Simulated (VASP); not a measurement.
A run of VASP 6.6.1 is set up as follows.

Contents of INCAR:

```
SYSTEM = ZnS
PREC = Accurate
ENCUT = 600
EDIFF = 1E-6
ISMEAR = 0
SIGMA = 0.03
LREAL = .False.
LASPH = .True.
NELM = 80
ALGO = Normal
ISIF = 3
LWAVE = .False.
LCHARG = .False.
IBRION = 2
NSW = 90
EDIFFG = -0.01
```

File KPOINTS:

```
regular mesh
0
Gamma
  10 10 10
  0 0 0
```

POSCAR

```
ZnS
1.0
    0.0000000000      2.7020000000      2.7020000000
    2.7020000000      0.0000000000      2.7020000000
    2.7020000000      2.7020000000      0.0000000000
Zn S
1 1
Direct
    0.2500000000      0.2500000000      0.2500000000
    0.0000000000      0.0000000000      0.0000000000
```

Potentials or basis: VASP PAW LDA potentials, release 64 (Zn, S).

Command:

```sh
$ cat potpaw_LDA.64/Zn/POTCAR potpaw_LDA.64/S/POTCAR > POTCAR
$ mpirun -np 1 vasp_std > vasp.out
```

Question: Predict the space group after relaxing (to 0.05 Å).

Answer: F-43m (No. 216).

Question: Predict the relaxed volume.

Answer: 18.63 Å³/atom.

Question: Estimate the relaxed cell.

Answer: a = 3.749 Å, b = 3.749 Å, c = 3.749 Å, α = 60.00°, β = 60.00°, γ = 60.00°.

Final structure:
```xyz
2
Lattice="0.0000 2.6511 2.6511 2.6511 0.0000 2.6511 2.6511 2.6511 0.0000" Properties=species:S:1:pos:R:3 pbc="T T T"
Zn    1.3255    1.3255    1.3255
S     0.0000    0.0000    0.0000
```

LDA usually gives volumes a few per cent too small. Zero-point motion and thermal expansion aren't in these numbers.
